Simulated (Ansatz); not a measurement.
**HfN (rocksalt): a single-point run**

The task is a single-point run on HfN (rocksalt). The structure is shown as the input types it.

Computed with Ansatz 0.2.0 (DFT PBE, spin-orbit coupling, plane waves, PAW, unless a step's input says otherwise).

## (1) The structure to begin with

Symmetry: Fm-3m, No. 225, cubic system. The conventional cell has a = 4.545 Å, b = 4.545 Å, c = 4.545 Å, α = 90.00°, β = 90.00°, γ = 90.00°. Hf (site symmetry m-3m) has 6 N at 2.27 Å as nearest neighbours. N (site symmetry m-3m) has 6 Hf at 2.27 Å as nearest neighbours.

The input asks for a charge of -6 e on the cell.

As a file:

```xyz
2
Lattice="0.0000 2.2726 2.2726 2.2726 0.0000 2.2726 2.2726 2.2726 0.0000" Properties=species:S:1:pos:R:3 pbc="T T T"
Hf    2.2726    2.2726    2.2726
N     0.0000    0.0000    0.0000
```

## (2) Input and run

Contents of input.yaml:

```yaml
crystal:
  lattice:
    - [0.0, 2.2726372263, 2.2726372263]
    - [2.2726372263, 0.0, 2.2726372263]
    - [2.2726372263, 2.2726372263, 0.0]
  atoms:
    - { symbol: Hf, position: [0.5, 0.5, 0.5] }
    - { symbol: "N", position: [0.0, 0.0, 0.0] }
basis:
  ecutwfc: 420
  ecutrho_ratio: 4
kpoints:
  mp_grid: { grid: [12, 12, 12] }
hamiltonian:
  xc: pbe
scf:
  occupations: { method: gaussian, width: 0.05 }
  max_iter: 80
output:
  forces: true
  stress: true
magnetization:
  noncollinear: true
  spin_orbit: true
total_charge: -6
```

Started as:

```
ansatz run input.yaml --threads 4 --pin off --max-ram 7168MiB --backend cpu --events-out ev --progress --plain --runs-dir out
```

What happens when this is run?

The run converged and reported no error. It gives a pressure of -126 GPa, which is large.

In the input, total_charge is -6. The typed charge changes the electron count, so this is no longer the system that was meant.

The test: delete total_charge (the default then holds).
